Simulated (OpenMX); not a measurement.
Crystal: Nb.

```
Nb
1.0
    -1.66395    1.66395    1.66395
     1.66395   -1.66395    1.66395
     1.66395    1.66395   -1.66395
Nb
1
Cartesian
  0.0000 0.0000 0.0000
```

Base run:

* Program: OpenMX 3.8.5
* Functional: PBE
* Potentials or basis: OpenMX 2013 PBE set, Nb7.0-s3p2d2f1, grid cutoff 400 Ry
* k mesh: 9 × 9 × 9
* Occupations: fermi-dirac, width 0.05 eV
* Spin: no spin polarisation

Its results: pressure -2.9 GPa.

The run is repeated on the same cell with these changes: potentials or basis from OpenMX 2013 PBE set, Nb7.0-s3p2d2f1, grid cutoff 400 Ry to OpenMX 2013 PBE set, Nb7.0-s3p2d2, grid cutoff 400 Ry. What comes out?

Pressure -0.5 GPa.

Caveats: the basis of atomic orbitals isn't converged, which shifts pressures, moduli and gaps.
